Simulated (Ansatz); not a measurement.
Computed results, one entry a study.

```cif
data_sic
_symmetry_space_group_name_H-M 'P6_3mc'
_symmetry_Int_Tables_number 186
_cell_length_a 3.0810
_cell_length_b 3.0810
_cell_length_c 15.1248
_cell_angle_alpha 90.000
_cell_angle_beta 90.000
_cell_angle_gamma 120.000
_cell_volume 124.34
loop_
_atom_site_label
_atom_site_type_symbol
_atom_site_symmetry_multiplicity
_atom_site_Wyckoff_symbol
_atom_site_fract_x
_atom_site_fract_y
_atom_site_fract_z
_atom_site_occupancy
Si1 Si 2 a 0.00000 0.00000 0.00000 1
Si2 Si 2 b 0.33333 0.66667 0.16640 1
Si3 Si 2 b 0.66667 0.33333 0.33290 1
C1 C 2 b 0.33333 0.66667 0.04120 1
C2 C 2 b 0.66667 0.33333 0.20800 1
C3 C 2 a 0.00000 0.00000 0.37460 1
_calc_subject 'Quasiparticle gap of SiC (Moissanite)'
_calc_method 'DFT, PBE, plane waves, PAW (and 1 further level or step)'
_calc_program 'Ansatz 0.2.0'
_calc_settings_of_one_run 'cutoff 420 eV, 12×12×2 k-mesh, smearing width 0.02 eV, default PAW'
_calc_cost '2 runs, 81 s in all on 1 × NVIDIA H100 80GB HBM3 (shared by 6 runs) with 3 threads of AMD EPYC 7R13 (Zen 3), shared host (the runs of this entry)'
_calc_notes 'The cell and positions come from the Crystallography Open Database and are kept as given unless a step says otherwise. From 117 bands and 48 eV to 595 bands and 160 eV the gap moves by 2.863 − 2.489 = +0.374 eV (rung by rung 2.489, 2.712, 2.863 eV); bands and screening cutoff rise together, so their parts are not told apart. A line in one over the bands through the two highest rungs gives 2.863 + (2.863 − 2.712) × 289 / (595 − 289) = 3.006 eV, and through the pair below 2.712 + (2.712 − 2.489) × 117 / (289 − 117) = 2.864 eV. The two differ by 0.142 eV, not under the 0.030 eV asked, so the law does not hold well over these rungs and the limit is not known. The differences hold parts that these runs do not separate: finite bands, cutoffs and mesh, points of the zone that were not corrected, the start of G0W0, spin-orbit coupling missing from it, static nuclei, no electron-hole attraction, and what each experiment reads as the gap. How much each gives is not known from the steps shown.'
_calc_pbe_gap_over_mesh_and_path '2.011 eV, from k = Γ to k = (0.500, 0.000, 0.200)'
_calc_g0w0_pbe_gap_over_10_of_14_irreducible_mesh_points '2.863 eV, from k = Γ to k = (0.000, -0.500, 0.000)'
_calc_gw_settings '6×6×2 mesh, 571 empty bands, screening to 160 eV'
_calc_known_limits 'finite bands, screening cutoff and k mesh; no spin-orbit coupling in G0W0'
```

```cif
data_sic
_symmetry_space_group_name_H-M 'P6_3mc'
_symmetry_Int_Tables_number 186
_cell_length_a 3.0810
_cell_length_b 3.0810
_cell_length_c 15.1248
_cell_angle_alpha 90.000
_cell_angle_beta 90.000
_cell_angle_gamma 120.000
_cell_volume 124.34
loop_
_atom_site_label
_atom_site_type_symbol
_atom_site_symmetry_multiplicity
_atom_site_Wyckoff_symbol
_atom_site_fract_x
_atom_site_fract_y
_atom_site_fract_z
_atom_site_occupancy
Si1 Si 2 a 0.00000 0.00000 0.00000 1
Si2 Si 2 b 0.33333 0.66667 0.16640 1
Si3 Si 2 b 0.66667 0.33333 0.33290 1
C1 C 2 b 0.33333 0.66667 0.04120 1
C2 C 2 b 0.66667 0.33333 0.20800 1
C3 C 2 a 0.00000 0.00000 0.37460 1
_calc_subject 'From HSE06 to G0W0: SiC (Moissanite)'
_calc_method 'G0W0 on HSE06, plane waves, PAW (and 1 further level or step)'
_calc_program 'Ansatz 0.2.0'
_calc_settings_of_one_run 'cutoff 420 eV, 6×6×2 k-mesh, default PAW, empty bands 265, screening cutoff 96 eV, screening contour deformation, QP bands (v4, c4)'
_calc_cost '2 runs, 94 s in all on 1 × NVIDIA H100 80GB HBM3 (shared by 6 runs) with 3 threads of AMD EPYC 7R13 (Zen 3), shared host (the runs of this entry)'
_calc_notes 'In doubt: masses and optical values from hybrid runs of this build are listed as unsure (in some of the runs), which bears on the screening that GW takes from such a start. The cell and positions come from the Crystallography Open Database and are kept as given unless a step says otherwise. The differences hold parts that these runs do not separate: finite bands, cutoffs and mesh, points of the zone that were not corrected, the start of G0W0, spin-orbit coupling missing from it, static nuclei, no electron-hole attraction, and what each experiment reads as the gap. How much each gives is not known from the steps shown.'
_calc_hse06_gap_over_mesh_and_listed_points '2.903 eV, from k = Γ to k = (0.500, 0.000, 0.000)'
_calc_g0w0_hse06_gap_over_10_of_14_irreducible_mesh_points '3.089 eV, from k = Γ to k = (0.000, -0.500, 0.000)'
_calc_gw_settings '6×6×2 mesh, 265 empty bands, screening to 96 eV'
_calc_known_limits 'finite bands, screening cutoff and k mesh; no spin-orbit coupling in G0W0'
```

[Paths, hosts, dates, memory and timing lines, banners, echoed tables and standing remarks are left out of the program output.]

[Logs are printed without paths, hosts, clocks, repeated set-up lines and the standing remarks that a program may print on its own settings, such as how far it seeks lower states.]

[Runs of the session that timed out or met a known fault of the program may be left out.]

[Cells called generated may have been cut or substituted from an entry of the Crystallography Open Database or the Materials Project.]

[Hosts, paths, dates, database ids (printed as entryN), source tags and the programs' standing remarks are cut or masked in the printed files.]
